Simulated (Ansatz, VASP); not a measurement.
# Two plane-wave programs on Rh

INCAR

```
PREC = Accurate ; ENCUT = 520
EDIFF = 1E-6 ; ISMEAR = -1
SIGMA = 0.1 ; LREAL = F
LASPH = T ; NELM = 100
ALGO = Normal ; ISIF = 2
LWAVE = F ; LCHARG = F
GGA = CA ; NBANDS = 22
```

Contents of KPOINTS:

```
Automatic mesh
0
Gamma
  15 15 8
```

File POSCAR:

```
Rh
1.0
    2.7390543591      0.0000000000      0.0000000000
   -1.3695271795      2.3720906574      0.0000000000
    0.0000000000      0.0000000000      4.4190800044
Rh
2
Direct
    0.3333333333      0.6666666667      0.2500000000
    0.6666666667      0.3333333333      0.7500000000
```

Input for Ansatz:

```yaml
crystal:
  lattice:
    - [2.7390543591, 0.0, 0.0]
    - [-1.3695271795, 2.3720906574, 0.0]
    - [0.0, 0.0, 4.4190800044]
  atoms:
    - { symbol: Rh, position: [0.3333333333, 0.6666666667, 0.25] }
    - { symbol: Rh, position: [0.6666666667, 0.3333333333, 0.75] }
hamiltonian:
  xc: lda
  pseudopotentials:
    kind: paw
    azcp:
      Rh: "pseudopotentials/Rh.paw.azcp"
basis:
  ecutwfc: 420
  fft_grid_basis: typed
kpoints:
  mp_grid: { grid: [15, 15, 8], shift: [0, 0, 0] }
magnetization:
  spin_polarized: false
scf:
  occupations: { method: fermi_dirac, width: 0.1 }
  lower_state_search: "off"
output:
  stress: true
```

Alike in both runs: task single point; functional LDA; k mesh 15 × 15 × 8; occupations fermi-dirac, width 0.1 eV; no spin polarisation.

|  | VASP | Ansatz |
| --- | --- | --- |
| version | VASP 6.6.1 | Ansatz 0.2.0 |
| potentials or method | VASP PAW LDA potentials, release 64 (Rh_pv) | plane waves (420 eV) with PAW, scalar-relativistic |
| plane-wave cutoff (eV) | 520 | 420 |
| valence electrons in the cell | 30 | 34 |

|  | VASP | Ansatz | Ansatz less VASP |
| --- | --- | --- | --- |
| pressure (GPa) | -19.1 | -19.8 | -0.69 |
| largest component of the traceless stress (GPa) | 0.60 | 0.63 | +0.030 |

The two sets of potentials don't hold the same shells in valence. Ansatz warned: «pseudo_functional_mismatch».

Caveats: so large a pressure means that the cell lies far from this level's equilibrium, or that cutoff or potentials fall short (VASP).
